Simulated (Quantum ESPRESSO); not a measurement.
A run of Quantum ESPRESSO 7.5 is set up as follows.

The input pw.in:

```
&CONTROL
  calculation = 'scf'
  prefix = 'pwscf'
  outdir = './tmp'
  pseudo_dir = './pseudo'
  tprnfor = .true.
  tstress = .true.
  disk_io = 'low'
/
&SYSTEM
  ibrav = 0
  celldm(1) = 8
  nat = 4
  ntyp = 2
  ecutwfc = 82
  nbnd = 26
  occupations = 'smearing'
  smearing = 'fd'
  degauss = 0.00367493
/
&ELECTRONS
  conv_thr = 8d-10
  electron_maxstep = 120
  mixing_beta = 0.5
/
ATOMIC_SPECIES
Nb    92.9064 Nb.upf
P     30.9738 P.upf
CELL_PARAMETERS alat
 -0.3956432788229   0.3956432788229   1.3559040472720
  0.3956432788229  -0.3956432788229   1.3559040472720
  0.3956432788229   0.3956432788229  -1.3559040472720
ATOMIC_POSITIONS crystal
Nb     0.2498808000    0.7498808000    0.5000000000
Nb     0.4998808000    0.4998808000    0.0000000000
P      0.8327477700    0.3327477700    0.5000000000
P      0.0827477700    0.0827477700    0.0000000000
K_POINTS automatic
9 9 9 0 0 0
```

The input nscf.in:

```
&CONTROL
  calculation = 'nscf'
  prefix = 'pwscf'
  outdir = './tmp'
  pseudo_dir = './pseudo'
  disk_io = 'low'
/
&SYSTEM
  ibrav = 0
  celldm(1) = 8
  nat = 4
  ntyp = 2
  ecutwfc = 82
  nbnd = 47
  occupations = 'smearing'
  smearing = 'fd'
  degauss = 0.00367493
  nosym = .true.
  noinv = .true.
/
&ELECTRONS
  conv_thr = 1d-09
  electron_maxstep = 120
  mixing_beta = 0.5
  diago_full_acc = .true.
  startingwfc = 'random'
/
ATOMIC_SPECIES
Nb    92.9064 Nb.upf
P     30.9738 P.upf
CELL_PARAMETERS alat
 -0.3956432788229   0.3956432788229   1.3559040472720
  0.3956432788229  -0.3956432788229   1.3559040472720
  0.3956432788229   0.3956432788229  -1.3559040472720
ATOMIC_POSITIONS crystal
Nb     0.2498808000    0.7498808000    0.5000000000
Nb     0.4998808000    0.4998808000    0.0000000000
P      0.8327477700    0.3327477700    0.5000000000
P      0.0827477700    0.0827477700    0.0000000000
K_POINTS crystal
64
  0.00000000   0.00000000   0.00000000 1.56250000e-02
  0.00000000   0.00000000   0.25000000 1.56250000e-02
  0.00000000   0.00000000   0.50000000 1.56250000e-02
  0.00000000   0.00000000   0.75000000 1.56250000e-02
  0.00000000   0.25000000   0.00000000 1.56250000e-02
  0.00000000   0.25000000   0.25000000 1.56250000e-02
  0.00000000   0.25000000   0.50000000 1.56250000e-02
  0.00000000   0.25000000   0.75000000 1.56250000e-02
  0.00000000   0.50000000   0.00000000 1.56250000e-02
  0.00000000   0.50000000   0.25000000 1.56250000e-02
  0.00000000   0.50000000   0.50000000 1.56250000e-02
  0.00000000   0.50000000   0.75000000 1.56250000e-02
  0.00000000   0.75000000   0.00000000 1.56250000e-02
  0.00000000   0.75000000   0.25000000 1.56250000e-02
  0.00000000   0.75000000   0.50000000 1.56250000e-02
  0.00000000   0.75000000   0.75000000 1.56250000e-02
  0.25000000   0.00000000   0.00000000 1.56250000e-02
  0.25000000   0.00000000   0.25000000 1.56250000e-02
  0.25000000   0.00000000   0.50000000 1.56250000e-02
  0.25000000   0.00000000   0.75000000 1.56250000e-02
  0.25000000   0.25000000   0.00000000 1.56250000e-02
  0.25000000   0.25000000   0.25000000 1.56250000e-02
  0.25000000   0.25000000   0.50000000 1.56250000e-02
  0.25000000   0.25000000   0.75000000 1.56250000e-02
  0.25000000   0.50000000   0.00000000 1.56250000e-02
  0.25000000   0.50000000   0.25000000 1.56250000e-02
  0.25000000   0.50000000   0.50000000 1.56250000e-02
  0.25000000   0.50000000   0.75000000 1.56250000e-02
  0.25000000   0.75000000   0.00000000 1.56250000e-02
  0.25000000   0.75000000   0.25000000 1.56250000e-02
  0.25000000   0.75000000   0.50000000 1.56250000e-02
  0.25000000   0.75000000   0.75000000 1.56250000e-02
  0.50000000   0.00000000   0.00000000 1.56250000e-02
  0.50000000   0.00000000   0.25000000 1.56250000e-02
  0.50000000   0.00000000   0.50000000 1.56250000e-02
  0.50000000   0.00000000   0.75000000 1.56250000e-02
  0.50000000   0.25000000   0.00000000 1.56250000e-02
  0.50000000   0.25000000   0.25000000 1.56250000e-02
  0.50000000   0.25000000   0.50000000 1.56250000e-02
  0.50000000   0.25000000   0.75000000 1.56250000e-02
  0.50000000   0.50000000   0.00000000 1.56250000e-02
  0.50000000   0.50000000   0.25000000 1.56250000e-02
  0.50000000   0.50000000   0.50000000 1.56250000e-02
  0.50000000   0.50000000   0.75000000 1.56250000e-02
  0.50000000   0.75000000   0.00000000 1.56250000e-02
  0.50000000   0.75000000   0.25000000 1.56250000e-02
  0.50000000   0.75000000   0.50000000 1.56250000e-02
  0.50000000   0.75000000   0.75000000 1.56250000e-02
  0.75000000   0.00000000   0.00000000 1.56250000e-02
  0.75000000   0.00000000   0.25000000 1.56250000e-02
  0.75000000   0.00000000   0.50000000 1.56250000e-02
  0.75000000   0.00000000   0.75000000 1.56250000e-02
  0.75000000   0.25000000   0.00000000 1.56250000e-02
  0.75000000   0.25000000   0.25000000 1.56250000e-02
  0.75000000   0.25000000   0.50000000 1.56250000e-02
  0.75000000   0.25000000   0.75000000 1.56250000e-02
  0.75000000   0.50000000   0.00000000 1.56250000e-02
  0.75000000   0.50000000   0.25000000 1.56250000e-02
  0.75000000   0.50000000   0.50000000 1.56250000e-02
  0.75000000   0.50000000   0.75000000 1.56250000e-02
  0.75000000   0.75000000   0.00000000 1.56250000e-02
  0.75000000   0.75000000   0.25000000 1.56250000e-02
  0.75000000   0.75000000   0.50000000 1.56250000e-02
  0.75000000   0.75000000   0.75000000 1.56250000e-02
```

Contents of pw2wan.in:

```
&INPUTPP
  prefix = 'pwscf'
  outdir = './tmp'
  seedname = 'w'
  write_mmn = .true.
  write_amn = .true.
/
```

bands.in

```
&CONTROL
  calculation = 'bands'
  prefix = 'pwscf'
  outdir = './tmp'
  pseudo_dir = './pseudo'
  disk_io = 'low'
/
&SYSTEM
  ibrav = 0
  celldm(1) = 8
  nat = 4
  ntyp = 2
  ecutwfc = 82
  nbnd = 47
  occupations = 'smearing'
  smearing = 'fd'
  degauss = 0.00367493
/
&ELECTRONS
  conv_thr = 1d-08
  electron_maxstep = 120
  mixing_beta = 0.5
  diago_full_acc = .true.
  startingwfc = 'random'
/
ATOMIC_SPECIES
Nb    92.9064 Nb.upf
P     30.9738 P.upf
CELL_PARAMETERS alat
 -0.3956432788229   0.3956432788229   1.3559040472720
  0.3956432788229  -0.3956432788229   1.3559040472720
  0.3956432788229   0.3956432788229  -1.3559040472720
ATOMIC_POSITIONS crystal
Nb     0.2498808000    0.7498808000    0.5000000000
Nb     0.4998808000    0.4998808000    0.0000000000
P      0.8327477700    0.3327477700    0.5000000000
P      0.0827477700    0.0827477700    0.0000000000
K_POINTS crystal
55
  0.00000000   0.00000000   0.00000000 1
 -0.05555600   0.05555600   0.00000000 1
 -0.11111100   0.11111100   0.00000000 1
 -0.16666700   0.16666700   0.00000000 1
 -0.22222200   0.22222200   0.00000000 1
 -0.27777800   0.27777800   0.00000000 1
 -0.33333300   0.33333300   0.00000000 1
 -0.38888900   0.38888900   0.00000000 1
 -0.44444400   0.44444400   0.00000000 1
 -0.50000000   0.50000000   0.00000000 1
 -0.50000000   0.50000000  -0.04257200 1
 -0.46188100   0.46188100  -0.08069100 1
 -0.42376200   0.42376200  -0.11881000 1
 -0.38564300   0.38564300  -0.15692900 1
 -0.34752400   0.34752400  -0.19504800 1
 -0.30940500   0.30940500  -0.23316700 1
 -0.27128600   0.27128600  -0.27128600 1
 -0.23253100   0.23253100  -0.23253100 1
 -0.19377600   0.19377600  -0.19377600 1
 -0.15502000   0.15502000  -0.15502000 1
 -0.11626500   0.11626500  -0.11626500 1
 -0.07751000   0.07751000  -0.07751000 1
 -0.03875500   0.03875500  -0.03875500 1
  0.00000000   0.00000000   0.00000000 1
  0.12500000   0.12500000  -0.12500000 1
  0.25000000   0.25000000  -0.25000000 1
  0.37500000   0.37500000  -0.37500000 1
  0.50000000   0.50000000  -0.50000000 1
  0.46188100   0.53811900  -0.53811900 1
  0.42376200   0.57623800  -0.57623800 1
  0.38564300   0.61435700  -0.61435700 1
  0.34752400   0.65247600  -0.65247600 1
  0.30940500   0.69059500  -0.69059500 1
  0.27128600   0.72871400  -0.72871400 1
  0.13564300   0.61435700  -0.61435700 1
  0.00000000   0.50000000  -0.50000000 1
 -0.04166700   0.54166700  -0.45833300 1
 -0.08333300   0.58333300  -0.41666700 1
 -0.12500000   0.62500000  -0.37500000 1
 -0.16666700   0.66666700  -0.33333300 1
 -0.20833300   0.70833300  -0.29166700 1
 -0.25000000   0.75000000  -0.25000000 1
 -0.10371400   0.85371400  -0.37500000 1
  0.04257200   0.95742800  -0.50000000 1
  0.09975000   0.90025000  -0.50000000 1
  0.15692900   0.84307100  -0.50000000 1
  0.21410700   0.78589300  -0.50000000 1
  0.27128600   0.72871400  -0.50000000 1
  0.32846400   0.67153600  -0.50000000 1
  0.38564300   0.61435700  -0.50000000 1
  0.44282100   0.55717900  -0.50000000 1
  0.50000000   0.50000000  -0.50000000 1
 -0.50000000   0.50000000   0.00000000 1
 -0.37500000   0.62500000  -0.12500000 1
 -0.25000000   0.75000000  -0.25000000 1
```

Contents of w.win:

```
num_wann = 26
num_bands = 39
guiding_centres = true
dis_froz_max = 15.86
dis_num_iter = 600
dis_mix_ratio = 0.5
dis_conv_tol = 1.0d-9
num_iter = 1200
search_shells = 100
kmesh_tol = 1.0d-4
conv_tol = 1.0d-8
conv_window = 4
num_print_cycles = 200
fermi_energy = 14.8603
bands_plot = true
write_hr = true
mp_grid = 4 4 4
exclude_bands = 1-8
begin projections
Nb: s;p;d
P: s;p
end projections
begin unit_cell_cart
ang
 -1.6749232544   1.6749232544   5.7401081759
  1.6749232544  -1.6749232544   5.7401081759
  1.6749232544   1.6749232544  -5.7401081759
end unit_cell_cart
begin atoms_frac
Nb   0.2498808000   0.7498808000   0.5000000000
Nb   0.4998808000   0.4998808000   0.0000000000
P    0.8327477700   0.3327477700   0.5000000000
P    0.0827477700   0.0827477700   0.0000000000
end atoms_frac
begin kpoint_path
G   0.0000000000   0.0000000000   0.0000000000  X  -0.5000000000   0.5000000000   0.0000000000
X  -0.5000000000   0.5000000000   0.0000000000  Y  -0.5000000000   0.5000000000  -0.0425715708
Y  -0.5000000000   0.5000000000  -0.0425715708  S  -0.2712857854   0.2712857854  -0.2712857854
S  -0.2712857854   0.2712857854  -0.2712857854  G   0.0000000000   0.0000000000   0.0000000000
G   0.0000000000   0.0000000000   0.0000000000  Z   0.5000000000   0.5000000000  -0.5000000000
Z   0.5000000000   0.5000000000  -0.5000000000  S1   0.2712857854   0.7287142146  -0.7287142146
S1   0.2712857854   0.7287142146  -0.7287142146  N   0.0000000000   0.5000000000  -0.5000000000
N   0.0000000000   0.5000000000  -0.5000000000  P  -0.2500000000   0.7500000000  -0.2500000000
P  -0.2500000000   0.7500000000  -0.2500000000  Y1   0.0425715708   0.9574284292  -0.5000000000
Y1   0.0425715708   0.9574284292  -0.5000000000  Z   0.5000000000   0.5000000000  -0.5000000000
X  -0.5000000000   0.5000000000   0.0000000000  P  -0.2500000000   0.7500000000  -0.2500000000
end kpoint_path
bands_num_points = 9
begin kpoints
  0.00000000   0.00000000   0.00000000
  0.00000000   0.00000000   0.25000000
  0.00000000   0.00000000   0.50000000
  0.00000000   0.00000000   0.75000000
  0.00000000   0.25000000   0.00000000
  0.00000000   0.25000000   0.25000000
  0.00000000   0.25000000   0.50000000
  0.00000000   0.25000000   0.75000000
  0.00000000   0.50000000   0.00000000
  0.00000000   0.50000000   0.25000000
  0.00000000   0.50000000   0.50000000
  0.00000000   0.50000000   0.75000000
  0.00000000   0.75000000   0.00000000
  0.00000000   0.75000000   0.25000000
  0.00000000   0.75000000   0.50000000
  0.00000000   0.75000000   0.75000000
  0.25000000   0.00000000   0.00000000
  0.25000000   0.00000000   0.25000000
  0.25000000   0.00000000   0.50000000
  0.25000000   0.00000000   0.75000000
  0.25000000   0.25000000   0.00000000
  0.25000000   0.25000000   0.25000000
  0.25000000   0.25000000   0.50000000
  0.25000000   0.25000000   0.75000000
  0.25000000   0.50000000   0.00000000
  0.25000000   0.50000000   0.25000000
  0.25000000   0.50000000   0.50000000
  0.25000000   0.50000000   0.75000000
  0.25000000   0.75000000   0.00000000
  0.25000000   0.75000000   0.25000000
  0.25000000   0.75000000   0.50000000
  0.25000000   0.75000000   0.75000000
  0.50000000   0.00000000   0.00000000
  0.50000000   0.00000000   0.25000000
  0.50000000   0.00000000   0.50000000
  0.50000000   0.00000000   0.75000000
  0.50000000   0.25000000   0.00000000
  0.50000000   0.25000000   0.25000000
  0.50000000   0.25000000   0.50000000
  0.50000000   0.25000000   0.75000000
  0.50000000   0.50000000   0.00000000
  0.50000000   0.50000000   0.25000000
  0.50000000   0.50000000   0.50000000
  0.50000000   0.50000000   0.75000000
  0.50000000   0.75000000   0.00000000
  0.50000000   0.75000000   0.25000000
  0.50000000   0.75000000   0.50000000
  0.50000000   0.75000000   0.75000000
  0.75000000   0.00000000   0.00000000
  0.75000000   0.00000000   0.25000000
  0.75000000   0.00000000   0.50000000
  0.75000000   0.00000000   0.75000000
  0.75000000   0.25000000   0.00000000
  0.75000000   0.25000000   0.25000000
  0.75000000   0.25000000   0.50000000
  0.75000000   0.25000000   0.75000000
  0.75000000   0.50000000   0.00000000
  0.75000000   0.50000000   0.25000000
  0.75000000   0.50000000   0.50000000
  0.75000000   0.50000000   0.75000000
  0.75000000   0.75000000   0.00000000
  0.75000000   0.75000000   0.25000000
  0.75000000   0.75000000   0.50000000
  0.75000000   0.75000000   0.75000000
end kpoints
```

Potentials or basis: PseudoDojo 0.4.1 SR PBEsol standard.

Run with:

```console
$ OMP_NUM_THREADS=1 pw.x -in pw.in > pw.out
$ OMP_NUM_THREADS=1 pw.x -in nscf.in > nscf.out
$ wannier90.x -pp w
$ OMP_NUM_THREADS=1 pw2wannier90.x -in pw2wan.in > pw2wan.out
$ wannier90.x w
$ OMP_NUM_THREADS=1 pw.x -in bands.in > bands.out
```

Q: Estimate the total Wannier spread.

A: 31.92 Å² over 26 functions.

Q: Predict the RMS miss of the Wannier bands.

A: 0.017 eV.

Q: Predict the largest force.

A: 0.011 eV/Å.

Levels at the corners of the path, in eV from the Fermi level:
```tsv
point	band 16	band 17	band 18	band 19	band 20	band 21
Γ	-1.74	-1.36	-1.36	0.82	1.58	2.63
X	-2.85	-0.46	-0.46	2.94	2.94	3.04
Y	-2.83	-0.50	-0.50	2.73	2.73	3.11
S	-2.20	-1.49	-0.17	0.12	1.61	2.37
Γ	-1.74	-1.36	-1.36	0.82	1.58	2.63
Z	-2.69	-0.52	-0.52	1.18	1.18	2.28
S1	-2.20	-1.49	-0.17	0.12	1.61	2.37
N	-1.89	-1.53	-0.13	0.05	1.29	2.42
P	-2.90	-0.44	-0.44	2.95	2.95	3.02
Y1	-2.83	-0.50	-0.50	2.73	2.73	3.11
Z	-2.69	-0.52	-0.52	1.18	1.18	2.28
X	-2.85	-0.46	-0.46	2.94	2.94	3.04
P	-2.90	-0.44	-0.44	2.95	2.95	3.02
```

Caveat: the Wannier minimisation didn't converge.
